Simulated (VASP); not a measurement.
Crystal: TiSi2.

```
Ti Si
1.0
     0.00000    4.11752    4.26290
     2.38951    0.00000    4.26290
     2.38951    4.11752    0.00000
Ti Si
2 4
Direct
  0.75000 0.75000 0.75000
  0.50000 0.50000 0.50000
  0.41257 0.08743 0.41257
  0.08743 0.41257 0.08743
  0.16257 0.83743 0.16257
  0.83743 0.16257 0.83743
```

The cell is a database's computed one.

* Program: VASP 6.6.1
* Task: single point
* Functional: PBE
* Potentials or basis: VASP PAW PBE potentials, release 64 (Ti_sv, Si)
* Cutoff: 520 eV
* k mesh: 7 × 7 × 7
* Occupations: fermi-dirac, width 0.05 eV
* Spin: no spin polarisation

On this cell: pressure 2.0 GPa; largest force 0.020 eV/Å; band gap on the k mesh none (metal or under the smearing width).

The same run follows on a disturbed copy (atoms moved at random, drawn with an rms of 0.05 Å):

```
CELL_PARAMETERS angstrom
0.00000 4.11752 4.26290
2.38951 0.00000 4.26290
2.38951 4.11752 0.00000
ATOMIC_POSITIONS crystal
Ti 0.72981 0.76601 0.75452
Ti 0.50981 0.49380 0.48812
Si 0.41190 0.08863 0.40122
Si 0.08792 0.41584 0.08906
Si 0.15524 0.85385 0.16462
Si 0.85264 0.14947 0.82758
```

Task: What does the disturbed cell give?

Result: The energy (extrapolated to zero smearing) moves by +15.1 meV/atom; pressure 2.6 GPa; largest force 1.097 eV/Å; band gap on the k mesh none (metal or under the smearing width).

Forces in eV/Å, atoms in the order of the input:
```
Ti  -0.943  0.465  0.315
Ti   0.608 -0.106 -0.214
Si   0.195  0.146  0.111
Si   0.047 -0.299  0.301
Si  -0.272  0.035 -0.567
Si   0.365 -0.241  0.054
```

Stress tensor (GPa, compression positive):
```
 2.69 -0.55 -1.20
-0.55  1.29  1.33
-1.20  1.33  3.83
```
